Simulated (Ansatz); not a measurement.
Rocksalt AlN: an Ansatz output whose functional has been blanked. The cell was relaxed with r2SCAN and then strained (epitaxial +2.0 % in the xy plane, free normal strain -1.46 %), with the atoms relaxed again with r2SCAN; k points keep the names of the unstrained zone.

```cif
data_structure
_symmetry_space_group_name_H-M 'P 1'
_symmetry_Int_Tables_number 1
_cell_length_a 2.8633
_cell_length_b 2.8633
_cell_length_c 2.9122
_cell_angle_alpha 59.433
_cell_angle_beta 59.433
_cell_angle_gamma 61.135
_cell_volume 16.87
loop_
_atom_site_label
_atom_site_type_symbol
_atom_site_fract_x
_atom_site_fract_y
_atom_site_fract_z
_atom_site_occupancy
Al1 Al 0.00000 0.00000 0.00000 1
N1 N 0.50000 0.50000 0.50000 1
```

```
scf.n_extra_bands = 4 over 4 filled bands (N_el = 8.0): the run solves 8 bands
Pseudopotential: Al, paw, valence charge 3, recommended cutoff 420 eV
Pseudopotential: N, paw, valence charge 5, recommended cutoff 420 eV
Crystal: 2 atoms, lattice volume = 16.872 Å³
Basis set: ecut = 420 eV, 331 PW (Γ)
Symmetry: 16 space group operations
Space group: I4/mmm (ITA 139)
k-points: 102 of 1000
SCF 1 converged in 6 iterations: F = -923.905671 eV  dr2 = 2.99e-11
SCF converged after 6 iterations
Free energy (F): -923.905671 eV
Fermi energy:    13.105587 eV
--- Per-component energies (eV) ---
  E_band       = 37.103451
  E_kinetic    = 162.040945
  E_local      = -171.493753
  E_nonlocal   = 54.122579
  E_hartree    = 62.426494
  E_xc         = -102.925097
  E_vxc        = -109.566532
  E_paw        = -594.719784
  E_vpaw       = -22.852922
  E_ewald      = -333.357155
--- Stress (GPa, compression-positive) ---
       -2.700448       0.000000       0.000000
        0.000000      -2.700448       0.000000
        0.000000       0.000000       6.628454
  P = ⅓ Tr σ = 0.4092 GPa (4.092 kbar)
--- Band table (eV; the first three rows and the last of 102) ---
  k-point 0: bands = [-6.4199, 10.7553, 11.0170, 11.0170, 16.2860, 22.8396, 22.8396, 23.2906]
  k-point 1: bands = [-6.2190, 9.8942, 10.7597, 10.8799, 16.9292, 22.0910, 23.1116, 23.4441]
  k-point 2: bands = [-5.6354, 7.7911, 10.5009, 10.5490, 17.6278, 21.5549, 23.1118, 23.7388]
  k-point 101: bands = [-2.1264, 3.8057, 8.0269, 8.0269, 15.1802, 16.0394, 25.0322, 27.6324]
```

The file bands.tsv (bands near the Fermi energy, numbered from 0, rounded):
```tsv
# k_distance	band_0	band_1	band_2	band_3	band_4	band_5	band_6	band_7
# fermi_ev = 13.105587
# [0, 0, 0] at k_distance = 0.000000
# [0.5, 0, 0.5] at k_distance = 1.525604
# [0.625, 0.25, 0.625] at k_distance = 2.074536
# [0.375, 0.375, 0.75] at k_distance = 3.014319
# [0.5, 0.5, 0.5] at k_distance = 3.970547
# [0.5, 0.25, 0.75] at k_distance = 5.068411
# [0.5, 0.5, 0] at k_distance = 7.392865
# levels_relative_to = fermi_ev
0.000	-19.525	-2.350	-2.089	-2.089	3.180	9.734	9.734	10.185
1.526	-15.505	-9.455	-5.047	-4.608	2.375	3.272	11.478	14.325
2.075	-15.438	-8.593	-7.550	-4.340	3.694	7.069	10.294	12.271
3.014	-15.308	-8.487	-7.498	-4.567	3.349	6.708	10.634	12.129
3.971	-16.354	-10.337	-3.284	-3.163	3.805	8.313	9.144	10.799
5.068	-15.233	-7.841	-7.717	-5.902	5.641	8.152	8.479	9.594
7.393	-15.232	-9.300	-5.079	-5.079	2.075	2.934	11.927	14.527
```
In order the rows are Γ, X, U, K, L, W, X.

Q: Which functional gave these numbers?
A. LDA
B. LC-ωPBE
C. PBE
D. r2SCAN

A: C. PBE. There is no exchange loop, so no exact exchange. PBE gives an indirect gap of 4.16 eV, from Γ to X; the least direct gap is 5.27 eV at Γ. The log narrows the family; the member has to be judged from the numbers.

Command: `ansatz run input.yaml --threads 2 --pin off --max-ram 29491MiB --backend cpu --events-out ev --progress --plain --runs-dir out`. Wall time 0.62 s on 2 threads of AMD EPYC 7R13 Processor (Zen 3), on a shared host, load about 0.7 per core; peak host memory 0.57 GiB.

Note: simulated data, non-magnetic, for a generated structure that need not be the stable one.
